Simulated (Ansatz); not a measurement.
Set up this calculation in Ansatz 0.2.0, as the native input.

```
Task                : relaxation of cell and atoms
Functional          : BLYP
Dispersion          : D4
Potentials or basis : all-electron LAPW, scalar-relativistic
Basis error allowed : 0.001 eV/atom
k mesh              : 13 × 13 × 13
Occupations         : fermi-dirac, width 0.05 eV
Spin                : collinear spin, ferromagnetic start
Starting moments    : [3.0] μB
```

The system is Fe.

```
CELL_PARAMETERS angstrom
-1.44300 1.44300 1.44300
1.44300 -1.44300 1.44300
1.44300 1.44300 -1.44300
ATOMIC_POSITIONS crystal
Fe 0.00000 0.00000 0.00000
```

These files were run (other wordings do the same):

input.yaml

```yaml
crystal:
  lattice:
    - [-1.443, 1.443, 1.443]
    - [1.443, -1.443, 1.443]
    - [1.443, 1.443, -1.443]
  atoms:
    - { symbol: Fe, position: [0.0, 0.0, 0.0], spin: 3.0 }
kpoints:
  mp_grid: { grid: [13, 13, 13] }
scf:
  occupations: { method: fermi_dirac, width: 0.05 }
hamiltonian:
  xc: blyp
  dispersion: d4
  pseudopotentials: { kind: all_electron, lapw: { basis_error: 0.001 } }
magnetization:
  spin_polarized: true
output:
  forces: true
  stress: true
relax:
  f_tol: 0.005
  max_steps: 60
  cell: {}
```

Potentials or basis: all-electron LAPW, scalar-relativistic.

The run is started by

```console
$ ansatz run input.yaml --threads 2 --pin off --max-ram 6144MiB --backend cpu --events-out ev --progress --plain --runs-dir out
```

It gave:

| Item | Value |
| --- | --- |
| Relaxed volume | 11.23 Å³/atom |
| Relaxed cell | a = 2.443 Å, b = 2.443 Å, c = 2.443 Å, α = 109.47°, β = 109.47°, γ = 109.47° |
| Space group after relaxing (to 0.05 Å) | Im-3m (No. 229) |
| Energy gained by relaxing | 31.1 meV/atom |
| Ionic steps | 5 |
| Pressure after relaxing | 0.0 GPa |
| Net moment | 2.08 μB per cell |
| Absolute moment | 2.18 μB per cell |
| Site moments | Fe +2.13 μB |

It took 26 s on 2 threads of Arm Neoverse V1, on a shared host, peak memory 0.36 GiB.
